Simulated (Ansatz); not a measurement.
Calculated with Ansatz: TiPbO3, relaxation

The input file (Ansatz 0.2.0, plane waves):

```yaml
crystal:
  lattice:
    - [3.87243271, 3.87243271, 0.0]
    - [3.87243271, -3.87243271, 0.0]
    - [0.0, 0.0, 4.05158124]
  atoms:
    - { symbol: Pb, position: [0.0, 0.0, 0.0] }
    - { symbol: Pb, position: [0.5, 0.5, 0.0] }
    - { symbol: Ti, position: [0.0, 0.5, 0.5325] }
    - { symbol: Ti, position: [0.5, 0.0, 0.5325] }
    - { symbol: O, position: [0.0, 0.5, 0.096] }
    - { symbol: O, position: [0.5, 0.0, 0.096] }
    - { symbol: O, position: [0.25, 0.25, 0.596] }
    - { symbol: O, position: [0.75, 0.75, 0.596] }
    - { symbol: O, position: [0.25, 0.75, 0.596] }
    - { symbol: O, position: [0.75, 0.25, 0.596] }
kpoints:
  mp_grid: { grid: [4, 4, 6], shift: [0, 0, 0] }
magnetization:
  spin_polarized: true
scf:
  occupations: { method: fermi_dirac }
  lower_state_search: "off"
hamiltonian:
  pseudopotentials: { kind: paw }
  xc: r2scan
  hubbard:
    projectors: all-electron-ortho-atomic
    sites: [{ species: Ti, l: d, u_eff: 6.02 }]
basis:
  ecutwfc: 500
  fft_grid_basis: typed
relax:
  max_steps: 60
  cell: { p_target: 0.0 }
output:
  forces: true
  stress: true
  eigenvalues: true
  bader: true
  populations: true
  elf: true
  write_potential: true
  volumetric_format: npy
  dos:
    e_range: [-12, 8]
    de: 0.05
    projected: { site_lists: { O: [O], Pb: [Pb], Ti: [Ti] } }
  write_density: true
checkpoint:
  read: saved_state
```

Run with:

```bash
ansatz run input.yaml --threads 2 --pin off --max-ram 4096MiB --backend cpu --events-out ev --progress --plain --runs-dir out
```

Origin of the cell: a database entry, scaled a little.

The smearing width isn't typed, so it takes its default of 0.1 eV.

The saved state is a converged single point of the same cell.

Steps («new basis» is an SCF on plane waves selected anew at the same cell):

```
step  ΔF (meV/atom)  max force component (eV/Å)  P (GPa)  volume (Å³)  SCF iterations   step was
   1            0.0                       1.243     9.03       121.51               7   accepted
   2          -17.6                       0.389     0.48       127.32               8   accepted
   3          -19.0                       0.111    -0.26       127.46               6   accepted
   4          -18.8                       0.192     0.28       127.57               7   rejected
   5          -19.2                       0.034    -0.02       127.54              11   accepted
   6          -19.3                       0.040    -0.06       127.69               6   accepted
   7          -19.4                       0.002     0.04       128.19               7   accepted
   8          -19.4                       0.007    -0.06       128.71               7   accepted
   9          -19.4                       0.003    -0.01       128.74               6   accepted
  10          -19.7                       0.002    -0.03       128.74               7  new basis
```

Step 1, with forces in eV/Å:

```xyz
10
Lattice="3.872 3.872 0.000 3.872 -3.872 0.000 0.000 0.000 4.052" Properties=species:S:1:pos:R:3:forces:R:3 pbc="T T T" step=1
Pb    0.000    0.000    0.000    0.000    0.000   -0.049
Pb    3.872    0.000    0.000    0.000    0.000   -0.049
Ti    1.936   -1.936    2.157    0.000    0.000    0.758
Ti    1.936    1.936    2.157    0.000    0.000    0.758
O     1.936   -1.936    0.389    0.000    0.000   -1.243
O     1.936    1.936    0.389    0.000    0.000   -1.243
O     1.936    0.000    2.415    0.000    0.000    0.267
O     5.809    0.000    2.415    0.000    0.000    0.267
O     3.872   -1.936    2.415    0.000    0.000    0.267
O     3.872    1.936    2.415    0.000    0.000    0.267
```

Step 2, with forces in eV/Å:

```xyz
10
Lattice="3.930 3.930 0.000 3.930 -3.930 0.000 0.000 0.000 4.122" Properties=species:S:1:pos:R:3:forces:R:3 pbc="T T T" step=2
Pb    0.000    0.000   -0.042    0.000    0.000   -0.042
Pb    3.930    0.000   -0.042    0.000    0.000   -0.042
Ti    1.965   -1.965    2.201    0.000    0.000    0.019
Ti    1.965    1.965    2.201    0.000    0.000    0.019
O     1.965   -1.965    0.402    0.000    0.000   -0.389
O     1.965    1.965    0.402    0.000    0.000   -0.389
O     1.965    0.000    2.472    0.000    0.000    0.206
O     5.895    0.000    2.472    0.000    0.000    0.206
O     3.930   -1.965    2.472    0.000    0.000    0.206
O     3.930    1.965    2.472    0.000    0.000    0.206
```

Step 3, with forces in eV/Å:

```xyz
10
Lattice="3.932 3.932 0.000 3.932 -3.932 0.000 0.000 0.000 4.121" Properties=species:S:1:pos:R:3:forces:R:3 pbc="T T T" step=3
Pb    0.000    0.000   -0.039    0.000    0.000   -0.111
Pb    3.932    0.000   -0.039    0.000    0.000   -0.111
Ti    1.966   -1.966    2.187    0.000    0.000    0.091
Ti    1.966    1.966    2.187    0.000    0.000    0.091
O     1.966   -1.966    0.379    0.000    0.000    0.021
O     1.966    1.966    0.379    0.000    0.000    0.021
O     1.966    0.000    2.488    0.000    0.000    0.000
O     5.898    0.000    2.488    0.000    0.000    0.000
O     3.932   -1.966    2.488    0.000    0.000    0.000
O     3.932    1.966    2.488    0.000    0.000    0.000
```

Step 5, with forces in eV/Å:

```xyz
10
Lattice="3.931 3.931 0.000 3.931 -3.931 0.000 0.000 0.000 4.126" Properties=species:S:1:pos:R:3:forces:R:3 pbc="T T T" step=5
Pb    0.000    0.000   -0.054    0.000    0.000   -0.004
Pb    3.931    0.000   -0.054    0.000    0.000   -0.004
Ti    1.966   -1.966    2.194    0.000    0.000   -0.034
Ti    1.966    1.966    2.194    0.000    0.000   -0.034
O     1.966   -1.966    0.385    0.000    0.000    0.024
O     1.966    1.966    0.385    0.000    0.000    0.024
O     1.966    0.000    2.494    0.000    0.000    0.007
O     5.897    0.000    2.494    0.000    0.000    0.007
O     3.931   -1.966    2.494    0.000    0.000    0.007
O     3.931    1.966    2.494    0.000    0.000    0.007
```

Step 6, with forces in eV/Å:

```xyz
10
Lattice="3.930 3.930 0.000 3.930 -3.930 0.000 0.000 0.000 4.134" Properties=species:S:1:pos:R:3:forces:R:3 pbc="T T T" step=6
Pb    0.000    0.000   -0.057    0.000    0.000   -0.002
Pb    3.930    0.000   -0.057    0.000    0.000   -0.002
Ti    1.965   -1.965    2.196    0.000    0.000   -0.040
Ti    1.965    1.965    2.196    0.000    0.000   -0.040
O     1.965   -1.965    0.388    0.000    0.000    0.028
O     1.965    1.965    0.388    0.000    0.000    0.028
O     1.965    0.000    2.500    0.000    0.000    0.007
O     5.895    0.000    2.500    0.000    0.000    0.007
O     3.930   -1.965    2.500    0.000    0.000    0.007
O     3.930    1.965    2.500    0.000    0.000    0.007
```

Step 10, with forces in eV/Å:

```xyz
10
Lattice="3.918 3.918 0.000 3.918 -3.918 0.000 0.000 0.000 4.193" Properties=species:S:1:pos:R:3:forces:R:3 pbc="T T T" step=10
Pb    0.000    0.000   -0.081    0.000    0.000    0.000
Pb    3.918    0.000   -0.081    0.000    0.000    0.000
Ti    1.959   -1.959    2.208    0.000    0.000    0.001
Ti    1.959    1.959    2.208    0.000    0.000    0.001
O     1.959   -1.959    0.413    0.000    0.000   -0.002
O     1.959    1.959    0.413    0.000    0.000   -0.002
O     1.959    0.000    2.546    0.000    0.000    0.000
O     5.877    0.000    2.546    0.000    0.000    0.000
O     3.918   -1.959    2.546    0.000    0.000    0.000
O     3.918    1.959    2.546    0.000    0.000    0.000
```

```
Free energy lowered by  : 19.7 meV/atom
Volume change           : 5.95 %
Final pressure          : -0.03 GPa
Relaxation steps listed : 10
```

Caveats: no spin-orbit coupling, though heavy elements are present; spin is on but no moment was typed; the relaxation held the start's symmetry, so the end may be a saddle point.

The run took 3.7 min on 2 threads of Arm Neoverse V2 (shared host), peak memory 1 GiB, from a saved density.
